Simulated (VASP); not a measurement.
Sn: relaxation of cell and atoms with PBEsol

Crystal: Sn.

```
Sn
1.0
     0.00000    3.26858    3.26858
     3.26858    0.00000    3.26858
     3.26858    3.26858    0.00000
Sn
2
Direct
  0.00000 0.00000 0.00000
  0.25000 0.25000 0.25000
```

This isn't the form of Sn at room conditions, which is tetragonal (white tin).

```
Program                : VASP 6.6.1
Task                   : relaxation of cell and atoms
Functional             : PBEsol
Potentials or basis    : VASP PAW PBE potentials, release 64 (Sn_d)
Cutoff                 : 600 eV
k mesh                 : 10 × 10 × 10
Occupations            : gaussian, width 0.03 eV
Spin                   : no spin polarisation
Further INCAR settings : ALGO = Normal; EDIFF = 1e-07; IBRION = 2; EDIFFG = -0.005; NSW = 90; ISIF = 3
```

* Pressure after relaxing: 0.0 GPa
* Band gap on the k mesh: none (metal or under the smearing width)

Final structure:
```yaml
crystal:
  lattice:
    - [0.00000, 3.26858, 3.26858]
    - [3.26858, 0.00000, 3.26858]
    - [3.26858, 3.26858, 0.00000]
  atoms:
    - { symbol: Sn, position: [0.00000, 0.00000, 0.00000] }
    - { symbol: Sn, position: [0.25000, 0.25000, 0.25000] }
```

Levels at points of the mesh, in eV from the Fermi level:
| k point | band 11 | band 12 | band 13 | band 14 | band 15 | band 16 | band 17 | band 18 |
| --- | --- | --- | --- | --- | --- | --- | --- | --- |
| (0.00, 0.00, 0.00) | -10.41 | -0.77 | 0.16 | 0.16 | 0.16 | 2.22 | 2.22 | 2.22 |
| (0.50, 0.00, 0.00) | -8.83 | -6.16 | -1.01 | -1.01 | -0.03 | 3.28 | 3.28 | 5.62 |
| (0.50, 0.50, 0.00) | -7.38 | -7.38 | -2.32 | -2.32 | 0.86 | 0.86 | 7.65 | 7.65 |

It took 19 s on 4 MPI ranks on Intel(R) Xeon(R) Platinum 8559C (Emerald Rapids) (shared host), peak memory 0.25 GiB a rank.

Caveat: the relaxation stopped at its first step, so nothing moved; the PAW data sets were made with another functional, which shifts forces and pressure a little.
